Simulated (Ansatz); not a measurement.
CdS (F-43m) as a strained film

```
CELL_PARAMETERS angstrom
2.93927 2.93927 0.00000
-2.93927 2.93927 0.00000
0.00000 2.93927 2.93927
ATOMIC_POSITIONS crystal
Cd 0.00000 0.00000 0.00000
S 0.75000 0.25000 0.50000
```

This cell was relaxed by PAW under r²SCAN. A film on a (001) substrate is mimicked by stretching x and y by ε∥; the length along z and the atoms then relax by PAW (default files of Ansatz 0.2.0, cutoff 500 eV, stress met within about 0.05 GPa). Stress and levels come from r²SCAN, PAW on Ansatz 0.2.0's default frozen-core files (fitted under PBE), scalar-relativistic; k mesh 8×8×8, fixed occupations, cutoff 500 eV. Conduction levels are in eV over the valence top, at fixed fractional wave vectors.

```csv
ε∥ (%),ε⊥ (%),"σ∥ (GPa, tension positive)",Γ,L (oblique),X ∥ z,X ⊥ z,2nd valence level at Γ,3rd
-2.0,2.865,-0.99,1.513,3.389,3.956,3.763,0.000,-0.162
-1.0,?,?,?,?,?,?,?,?
-0.5,0.708,-0.23,1.537,3.435,3.904,3.858,0.000,-0.037
0.0,0.000,0.02,1.542,3.444,3.889,3.889,0.000,0.000
0.5,-0.778,0.23,1.512,3.414,3.837,3.884,-0.038,-0.038
1.0,-1.540,0.45,1.483,3.383,3.790,3.880,-0.073,-0.073
2.0,-3.098,0.87,1.428,3.317,3.703,3.879,-0.140,-0.140
```

The last two columns are counted from the highest valence level at Γ.

Task: How does the film contract along z, and how stiff is it in the plane?

Result: Quadratic fits through the 6 rows shown have slopes dε⊥/dε∥ = -1.491 and dσ∥/dε∥ = 46.3 GPa at zero strain. Elasticity asks −2C12/C11 = -1.493 and C11 + C12 − 2C12²/C11 = 46.0 GPa, from PAW constants C11 = 72.7, C12 = 54.3 GPa. At the level of the σ∥ column the films keep up to 0.04 GPa along z against the unstrained cell; this and the cubic term, which a quadratic fit over ±2 % leaves out, limit the agreement.

Task: Which shear deformation potential b does the valence splitting give?

Result: Without spin-orbit coupling the single level moves against the pair by 3b(ε⊥ − ε∥): -0.0374 eV at ε⊥ − ε∥ = 0.01208 and 0.0377 eV at -0.01278, so b = -1.01 eV.

Task: Fill the row at ε∥ = -1.0 %.

Result: The fits give ε⊥ = 1.446 % and σ∥ = -0.47 GPa. Computed: ε⊥ (%) = 1.437, σ∥ (GPa, tension positive) = -0.47, Γ = 1.529, L (oblique) = 3.423, X ∥ z = 3.920, X ⊥ z = 3.827, 2nd valence level at Γ = 0.000, 3rd = -0.077. The levels have a kink at zero strain, where another valence state takes the top, so one parabola doesn't fit them.

Task: How fast does the least gap among these points move on each side of zero strain?

Result: dE_g/dε∥ is 12 meV per % on the compressed side and -61 on the stretched side, so the gap falls either way. The lowest conduction level stays at Γ.

Caveats: this zinc-blende form is metastable at ambient conditions; frozen-core PAW files fitted under PBE, their cores solved anew for the functional of the run; no spin-orbit coupling on heavy atoms; semilocal gaps are low, and the spacing of valleys can be off by tenths of an eV; levels are read at fixed fractional k, so an edge that moves off these points is missed.
